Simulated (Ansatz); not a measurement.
Born–Oppenheimer molecular dynamics of a periodic cell of 22 atoms, H4C3O4 (host H4C3O4, host structure P-1). It goes on from the last frame of an earlier run, with new velocities.

Computed with DFT PBE, scalar-relativistic, plane waves, PAW in Ansatz 0.2.0. Settings: accuracy low, cutoff 420 eV, k mesh 2x2x1, fermi-dirac smearing 0.05 eV, no spin polarisation.

```
ensemble        : NVT, Langevin thermostat
time step       : 0.75 fs
steps asked     : 390
set temperature : 1120 K
friction        : 0.01 /fs
seed            : 396818
```

Frames 7.5 fs apart, positions in Å, forces in eV/Å.

Velocities at 105.0 fs (Å/ps):

```
H 8.98 -5.29 -6.46
H -30.30 -7.08 -3.76
H 28.80 -59.97 -8.11
H 2.60 -24.54 -36.28
H 50.19 43.60 23.13
H 42.51 -15.97 35.65
H -36.34 -58.22 54.53
H 50.95 52.08 28.51
C 3.11 1.78 -1.78
C 1.71 1.12 5.34
C -4.25 -2.93 -4.16
C 1.70 3.48 -7.04
C 4.30 -8.71 -8.03
C 13.41 -3.43 -22.00
O -1.25 10.64 -7.07
O -0.68 -1.77 -3.81
O -1.08 -10.81 3.52
O 2.88 4.33 -7.75
O -0.57 0.18 -6.10
O -3.47 5.22 -8.90
O -11.48 -6.61 5.53
O -8.55 -6.28 8.19
```

```xyz
22
Lattice="5.1539 0.0000 0.0000 -0.4909 5.3013 0.0000 -1.6015 -2.6888 7.5455" Properties=species:S:1:pos:R:3:forces:R:3 time_fs=105.0 energy_less_start_eV=-0.598 T=1036
H 0.745 2.465 5.604 -0.62 0.51 -0.45
H 1.984 0.627 1.078 -0.76 -0.89 2.57
H 1.464 3.888 4.567 -1.03 0.29 -1.20
H 2.078 -0.599 2.655 1.27 0.67 -0.13
H 4.105 3.180 0.344 -0.21 0.68 1.13
H -0.971 -0.874 7.377 -0.39 -1.69 -2.45
H 3.674 2.038 3.263 1.94 -1.09 -2.03
H -0.427 0.697 4.396 1.12 -1.65 -0.35
C 2.620 2.097 4.722 -1.05 1.12 1.90
C 0.336 0.471 2.685 2.17 0.93 -2.01
C 2.480 -1.387 6.459 2.14 -2.99 -2.35
C 0.593 4.062 1.053 -2.29 1.57 -0.52
C 1.579 3.072 5.233 0.50 -1.59 2.52
C 1.477 -0.038 1.936 1.23 -2.07 -2.01
O -1.280 -1.571 6.580 -1.68 3.48 3.48
O 4.346 3.856 1.090 2.74 -0.87 -1.33
O 1.624 -0.733 6.988 0.99 0.80 1.42
O 1.433 3.602 0.301 -1.21 -1.01 0.24
O 3.000 1.041 5.246 0.33 0.73 -1.05
O -0.361 1.272 2.111 -2.43 1.41 0.28
O 3.077 2.664 3.647 -0.23 0.62 -0.48
O 0.364 0.154 3.932 -2.53 1.05 2.81
22
Lattice="5.1539 0.0000 0.0000 -0.4909 5.3013 0.0000 -1.6015 -2.6888 7.5455" Properties=species:S:1:pos:R:3:forces:R:3 time_fs=112.5 energy_less_start_eV=-0.583 T=992
H 0.601 2.537 5.432 0.68 0.05 0.23
H 1.924 0.793 1.171 -0.18 -1.40 0.60
H 1.384 3.706 4.271 0.20 -1.13 2.40
H 2.343 -0.525 2.405 0.30 0.28 0.00
H 4.202 3.160 0.313 -0.71 0.90 1.49
H -0.847 -1.070 7.280 0.15 1.56 1.42
H 3.658 1.820 3.240 -0.77 2.06 -0.22
H -0.096 0.761 4.617 -0.92 -0.09 -0.18
C 2.617 2.132 4.770 0.52 -2.18 -0.76
C 0.391 0.517 2.685 -0.78 0.97 -1.52
C 2.488 -1.427 6.391 -0.54 0.11 0.34
C 0.553 4.090 0.971 1.17 0.91 -1.20
C 1.596 2.989 5.214 -3.20 3.66 0.31
C 1.551 -0.105 1.778 -1.28 2.56 2.95
O -1.321 -1.446 6.554 -1.62 -1.50 -2.09
O 4.398 3.877 1.069 0.84 -1.87 -2.32
O 1.621 -0.809 7.022 1.92 -0.41 -0.12
O 1.443 3.625 0.246 -1.92 -1.12 -0.06
O 3.000 1.046 5.179 0.39 -0.38 1.06
O -0.409 1.307 2.073 1.68 -1.86 2.74
O 3.017 2.600 3.640 2.84 -1.37 -3.07
O 0.285 0.111 3.994 1.23 0.23 -2.01
22
Lattice="5.1539 0.0000 0.0000 -0.4909 5.3013 0.0000 -1.6015 -2.6888 7.5455" Properties=species:S:1:pos:R:3:forces:R:3 time_fs=120.0 energy_less_start_eV=-0.442 T=995
H 0.511 2.582 5.396 0.41 -0.71 0.98
H 1.911 0.670 1.218 0.88 2.97 -2.60
H 1.263 3.581 4.420 0.25 1.15 -0.35
H 2.580 -0.327 2.242 -1.39 -0.72 0.11
H 3.863 3.228 0.484 1.28 -0.14 -0.48
H -1.038 -0.818 7.200 0.51 1.83 1.64
H 3.706 2.138 2.931 -0.05 -0.86 1.11
H -0.236 0.622 4.644 -1.06 0.46 -0.25
C 2.615 2.110 4.763 -0.24 -0.05 -3.65
C 0.445 0.586 2.652 -1.54 -1.63 1.29
C 2.498 -1.468 6.359 -2.29 1.52 1.69
C 0.563 4.131 0.823 0.49 1.43 2.59
C 1.525 2.979 5.275 0.14 -0.11 -0.90
C 1.581 -0.119 1.749 -1.46 0.24 4.37
O -1.374 -1.340 6.497 0.83 -2.38 -2.39
O 4.484 3.883 0.971 -3.72 -0.13 0.36
O 1.670 -0.872 7.060 0.39 0.04 0.30
O 1.414 3.605 0.200 2.02 -2.60 -3.14
O 3.000 1.052 5.143 1.01 -2.02 2.25
O -0.426 1.296 2.118 2.02 -0.59 0.62
O 3.017 2.553 3.545 -0.83 2.07 -0.23
O 0.257 0.079 4.012 2.33 0.20 -3.33
22
Lattice="5.1539 0.0000 0.0000 -0.4909 5.3013 0.0000 -1.6015 -2.6888 7.5455" Properties=species:S:1:pos:R:3:forces:R:3 time_fs=127.5 energy_less_start_eV=-1.199 T=1399
H 0.659 2.285 5.696 0.11 0.78 -0.63
H 1.974 0.708 0.906 -0.80 -0.95 2.82
H 1.206 3.781 4.609 -1.15 0.09 -1.01
H 2.438 -0.480 2.335 -0.61 0.34 -0.14
H 3.928 3.208 0.391 0.82 -0.32 -0.56
H -1.348 -0.320 7.015 1.32 -2.55 -1.57
H 3.795 2.111 3.038 -0.17 -0.34 -0.26
H -0.597 0.425 4.300 0.15 -0.15 0.27
C 2.604 2.071 4.606 -0.74 0.31 1.13
C 0.439 0.578 2.671 1.85 -3.82 1.42
C 2.448 -1.474 6.377 2.31 -0.73 -0.31
C 0.621 4.216 0.760 -0.74 -2.81 1.02
C 1.429 2.979 5.281 2.41 -2.63 -0.10
C 1.545 -0.050 1.824 1.66 1.22 -3.04
O -1.379 -1.258 6.425 -0.82 1.99 1.06
O 4.472 3.902 0.880 -0.05 1.53 0.64
O 1.714 -0.904 7.132 -1.85 1.09 1.61
O 1.421 3.543 0.073 -1.35 1.72 0.66
O 3.054 1.044 5.181 -0.30 2.07 -1.85
O -0.366 1.282 2.173 -2.04 2.73 -1.35
O 2.988 2.586 3.418 -0.53 -0.27 1.58
O 0.280 0.072 3.949 0.51 0.70 -1.43
22
Lattice="5.1539 0.0000 0.0000 -0.4909 5.3013 0.0000 -1.6015 -2.6888 7.5455" Properties=species:S:1:pos:R:3:forces:R:3 time_fs=135.0 energy_less_start_eV=-0.097 T=1083
H 0.819 2.184 5.823 -0.81 0.01 -0.28
H 2.120 0.848 1.318 -0.78 -0.98 0.60
H 0.791 3.853 4.757 1.35 -3.03 0.42
H 2.206 -0.590 2.387 1.65 -0.84 1.31
H 4.377 3.148 0.141 -1.20 0.74 1.13
H -0.993 -0.176 6.572 -1.00 -2.00 0.73
H 3.825 2.098 3.160 -0.34 0.24 -1.15
H -0.718 0.066 4.030 1.40 0.74 0.78
C 2.534 2.022 4.510 0.66 1.95 2.70
C 0.464 0.492 2.695 -2.38 3.84 -4.98
C 2.453 -1.492 6.420 0.57 2.11 0.89
C 0.641 4.228 0.751 -1.31 -1.60 -0.90
C 1.413 2.903 5.261 0.32 1.22 0.36
C 1.541 0.013 1.857 1.25 -0.35 -3.47
O -1.388 -1.179 6.364 0.19 0.22 -0.91
O 4.431 3.958 0.784 2.97 -0.11 -0.92
O 1.700 -0.911 7.248 1.27 -1.68 -1.89
O 1.398 3.523 -0.012 -1.77 3.09 2.27
O 3.137 1.103 5.178 -1.75 2.12 -3.08
O -0.352 1.349 2.215 1.37 -1.12 0.57
O 2.948 2.619 3.369 0.08 -1.72 1.77
O 0.302 0.079 3.856 -1.73 -2.85 4.04
22
Lattice="5.1539 0.0000 0.0000 -0.4909 5.3013 0.0000 -1.6015 -2.6888 7.5455" Properties=species:S:1:pos:R:3:forces:R:3 time_fs=142.5 energy_less_start_eV=-0.593 T=1326
H 0.741 2.108 5.722 0.83 -0.74 1.34
H 2.129 0.819 1.643 2.24 2.52 -2.11
H 0.588 3.144 4.738 -0.19 2.13 -1.26
H 2.204 -0.697 2.512 -0.77 0.91 -0.66
H 4.348 3.113 0.146 -1.24 1.36 0.92
H -0.971 -0.395 6.627 1.17 2.73 1.99
H 3.629 2.162 2.855 0.26 -0.43 0.65
H -0.654 0.109 4.121 1.74 0.51 0.21
C 2.499 2.066 4.504 0.87 2.30 1.43
C 0.420 0.531 2.591 2.09 -2.53 2.78
C 2.483 -1.417 6.480 -2.58 -1.02 -1.96
C 0.578 4.187 0.702 1.41 2.37 0.64
C 1.434 2.844 5.304 0.53 -0.79 1.22
C 1.583 -0.002 1.843 -1.93 -5.46 0.60
O -1.414 -1.133 6.265 -1.03 -3.39 -1.84
O 4.442 4.013 0.674 -0.47 -1.24 -0.05
O 1.683 -0.949 7.306 2.00 -0.40 -1.02
O 1.330 3.575 -0.033 0.68 0.14 0.31
O 3.173 1.243 5.093 0.23 -1.53 -0.17
O -0.294 1.412 2.279 -2.15 2.78 -2.43
O 2.891 2.617 3.360 -1.60 0.71 -0.63
O 0.343 0.021 3.847 -2.08 -0.94 0.02
22
Lattice="5.1539 0.0000 0.0000 -0.4909 5.3013 0.0000 -1.6015 -2.6888 7.5455" Properties=species:S:1:pos:R:3:forces:R:3 time_fs=150.0 energy_less_start_eV=-0.632 T=1371
H 1.117 1.861 5.931 -0.45 0.79 0.07
H 2.295 0.855 1.340 -2.12 -3.04 0.80
H 0.683 3.054 4.561 -0.03 0.44 1.61
H 2.187 -0.687 2.588 -0.77 0.51 -1.72
H 3.832 3.309 0.241 1.25 -0.35 -0.23
H -1.065 -0.472 7.087 -0.07 -0.73 -3.23
H 3.475 2.105 2.838 -0.01 0.34 1.05
H -0.315 0.422 4.343 -0.98 0.37 0.62
C 2.536 2.225 4.554 0.61 -0.39 0.79
C 0.403 0.510 2.586 0.31 1.02 1.16
C 2.462 -1.387 6.462 -1.16 -2.66 -3.09
C 0.556 4.216 0.671 -0.25 0.02 0.42
C 1.416 2.770 5.374 0.27 0.95 -0.53
C 1.567 -0.126 1.778 0.81 2.06 0.23
O -1.432 -1.134 6.150 -0.28 1.76 4.43
O 4.422 4.047 0.611 -1.97 1.55 1.72
O 1.705 -1.001 7.351 1.14 0.75 -0.26
O 1.285 3.608 -0.086 1.51 -1.11 -0.26
O 3.214 1.342 5.028 1.46 -1.77 0.78
O -0.272 1.532 2.290 1.31 -2.33 -0.02
O 2.761 2.640 3.342 -0.68 1.21 -2.05
O 0.369 -0.065 3.849 0.10 0.61 -2.28
22
Lattice="5.1539 0.0000 0.0000 -0.4909 5.3013 0.0000 -1.6015 -2.6888 7.5455" Properties=species:S:1:pos:R:3:forces:R:3 time_fs=157.5 energy_less_start_eV=-0.658 T=1512
H 1.315 1.887 6.180 -1.24 0.17 -0.44
H 2.119 0.349 1.004 0.16 1.53 0.94
H 0.639 3.312 4.813 0.59 -1.96 1.25
H 2.126 -0.727 2.303 1.90 -1.79 1.69
H 3.814 3.297 0.215 1.40 0.04 -0.02
H -1.041 -0.374 6.657 -0.39 0.78 0.75
H 3.483 2.249 3.081 -0.02 0.25 -1.26
H -0.031 0.557 4.446 -0.81 -0.40 0.02
C 2.637 2.351 4.622 -1.72 -2.63 -0.73
C 0.421 0.512 2.641 -0.67 2.69 -2.91
C 2.369 -1.468 6.332 2.36 2.18 4.48
C 0.524 4.247 0.629 -1.71 -4.57 -2.43
C 1.419 2.736 5.488 0.96 1.92 -2.42
C 1.478 -0.224 1.699 -1.80 3.15 -0.53
O -1.471 -1.098 6.132 -1.53 -1.62 -1.43
O 4.334 4.101 0.588 -0.11 0.47 0.51
O 1.777 -1.045 7.364 0.11 -0.24 -2.32
O 1.302 3.614 -0.157 -1.35 1.36 1.68
O 3.318 1.379 4.995 0.11 1.65 -0.30
O -0.233 1.588 2.292 2.39 -4.04 1.74
O 2.621 2.728 3.304 1.16 -0.16 2.03
O 0.354 -0.112 3.823 0.22 1.21 -0.31
22
Lattice="5.1539 0.0000 0.0000 -0.4909 5.3013 0.0000 -1.6015 -2.6888 7.5455" Properties=species:S:1:pos:R:3:forces:R:3 time_fs=165.0 energy_less_start_eV=0.194 T=1158
H 1.036 1.975 6.199 1.26 -0.66 0.18
H 2.001 0.471 1.069 -0.38 0.37 0.22
H 0.484 3.003 5.255 -0.93 0.68 -2.37
H 2.274 -0.763 2.165 -1.88 0.41 -0.35
H 4.179 3.221 0.138 -2.04 0.19 0.04
H -1.106 -0.055 6.571 -0.69 -2.36 -0.69
H 3.387 2.576 2.860 -0.29 -0.14 0.26
H -0.145 0.474 4.495 0.46 -1.11 -1.86
C 2.680 2.344 4.670 -3.95 0.24 -3.67
C 0.431 0.587 2.602 4.32 -9.37 1.37
C 2.367 -1.470 6.340 4.17 -0.10 -0.45
C 0.435 4.175 0.525 -0.89 2.93 3.72
C 1.471 2.724 5.521 0.12 -0.64 0.48
C 1.366 -0.257 1.631 3.25 1.53 0.96
O -1.546 -1.070 6.061 1.66 2.24 -0.19
O 4.240 4.154 0.551 1.63 -2.82 -1.75
O 1.847 -1.074 7.320 -3.15 2.12 3.45
O 1.285 3.649 -0.177 -1.23 -1.80 -1.54
O 3.405 1.445 4.935 1.97 -0.86 1.08
O -0.127 1.528 2.357 -4.13 7.84 -2.20
O 2.545 2.821 3.328 0.98 -0.04 1.85
O 0.344 -0.109 3.783 -0.28 1.35 1.44
22
Lattice="5.1539 0.0000 0.0000 -0.4909 5.3013 0.0000 -1.6015 -2.6888 7.5455" Properties=species:S:1:pos:R:3:forces:R:3 time_fs=172.5 energy_less_start_eV=-0.792 T=1388
H 1.284 1.846 6.270 0.28 0.76 -0.67
H 1.777 0.913 1.230 -0.27 -3.38 -0.15
H 0.500 2.708 5.002 0.64 0.98 0.38
H 2.112 -0.878 2.105 -0.62 1.26 -0.54
H 3.766 3.281 -0.008 1.22 1.12 1.24
H -1.277 -0.239 6.593 0.61 -0.24 -0.76
H 3.231 2.784 2.790 1.14 -0.82 0.08
H -0.472 0.392 4.189 1.07 -0.02 -0.38
C 2.607 2.298 4.605 2.08 -2.20 0.40
C 0.519 0.424 2.586 -4.70 5.25 0.65
C 2.479 -1.477 6.375 -2.01 -0.69 -0.68
C 0.344 4.205 0.544 0.91 -0.11 -1.50
C 1.476 2.695 5.553 0.08 -2.41 -0.49
C 1.328 -0.216 1.588 3.93 2.69 0.90
O -1.569 -1.008 5.951 2.01 1.34 0.40
O 4.194 4.160 0.504 -1.45 -2.32 -0.93
O 1.869 -1.056 7.342 -0.83 1.27 1.06
O 1.185 3.652 -0.213 -1.91 -0.28 0.99
O 3.542 1.492 4.914 -2.42 1.71 -0.58
O -0.072 1.601 2.412 2.18 -3.58 -0.58
O 2.528 2.910 3.438 -1.22 0.81 0.00
O 0.330 -0.105 3.762 -0.75 -1.14 1.18
```

Of the whole run (292 fs, mean temperature of the second half 1264 K): The mean temperature of the second half is 13 % above the set value. A run of 0.29 ps of so small a system gives no equilibrium averages. Limits of this set-up: coarse k mesh, low accuracy level.

Time of the run: 16 min on 1 thread of Arm Neoverse V1 (shared host), peak memory 0.45 GiB.
